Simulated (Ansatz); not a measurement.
# AlAu under changes of volume

One of the cells (16.755 Å³/atom); the others are scaled copies at fixed shape and fractional positions:

```xyz
2
Lattice="3.2239 0.0000 0.0000 0.0000 3.2239 0.0000 0.0000 0.0000 3.2239" Properties=species:S:1:pos:R:3 pbc="T T T"
Au    1.6120    1.6120    1.6120
Al    0.0000    0.0000    0.0000
```

The cell comes from a database or a generator and needn't be the stable form of this composition.

* Program: Ansatz 0.2.0
* Functional: PBEsol
* Potentials or basis: all-electron LAPW, scalar-relativistic
* Cutoff: 225 eV (chosen from the basis error)
* Basis error allowed: 0.0005 eV/atom
* k mesh: 8 × 8 × 8
* Occupations: fermi-dirac, width 0.05 eV
* Spin: no spin polarisation

| volume (Å³/atom) | energy over the lowest point (meV/atom) | pressure (GPa) |
| --- | --- | --- |
| 15.749 | 1.94 | 2.3 |
| 16.084 | 0.00 | -0.5 |
| 16.419 | ? | ? |
| 16.755 | 12.25 | -5.1 |
| 17.090 | 25.19 | -7.0 |
| 17.425 | 41.52 | -8.5 |
| 17.760 | 60.59 | -9.8 |

Problem. What does the run at 16.419 Å³/atom give?

Solution. Energy over the lowest point 3.62 meV/atom; pressure -3.0 GPa.

Worked out: A Birch-Murnaghan fit of order 3 (a polynomial in V^(-2/3)) to the other rows has its minimum at 16.03 Å³/atom with B0 = V·E''(V) = 136 GPa and B' = 6.8. It gives 3.67 meV/atom at 16.419 Å³/atom, against the run's 3.62, and -dE/dV = -3.0 GPa, against -3.0.

Energies are extrapolated to zero smearing.

The runs don't all hold the same shells in valence.
